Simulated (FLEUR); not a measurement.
The system is ZnS.

```
CELL_PARAMETERS angstrom
0.00000 2.70200 2.70200
2.70200 0.00000 2.70200
2.70200 2.70200 0.00000
ATOMIC_POSITIONS crystal
Zn 0.75000 0.75000 0.75000
S 0.00000 0.00000 0.00000
```

Program: FLEUR MaX-R8.1 (later development tree). Alike in all runs: potentials or basis all-electron, FLAPW; no spin polarisation; cell as given; k mesh 9 × 9 × 9.

Task: Order these runs on this cell by their band gap on the k mesh, lowest first.
A. level PBE; smearing fermi-dirac 0.05 eV; gmax 16.3 1/bohr; muffin-tin radii Zn 2.11, S 1.86 bohr; max iterations 60; mixer history 15; density convergence 1e-05 me/bohr^3; kmax 5.27 1/bohr
B. level WC; smearing gaussian 0.02 eV; gmax 13.4 1/bohr; muffin-tin radii Zn 2.18, S 1.92 bohr; max iterations 60; mixer history 15; density convergence 1e-05 me/bohr^3; kmax 4.32 1/bohr
C. level r2SCAN; smearing fermi-dirac 0.05 eV; gmax 15.8 1/bohr; muffin-tin radii Zn 2.18, S 1.92 bohr; max iterations 80; mixer history 30; density convergence 0.0001 me/bohr^3; kmax 5.1 1/bohr
D. level RPBE; smearing fermi-dirac 0.05 eV; gmax 15.8 1/bohr; muffin-tin radii Zn 2.18, S 1.92 bohr; max iterations 60; mixer history 15; density convergence 1e-05 me/bohr^3; kmax 5.1 1/bohr

Result: B (1.94 eV), A (2.11 eV), D (2.48 eV), C (2.68 eV).

Caveats: an odd mesh through Γ misses points on the zone boundary, where band edges often lie (some runs); the meta-GGA is that of a development version, with a GGA for the radial functions and cores and without core tails (some runs).

Not every run made on this cell is shown here.
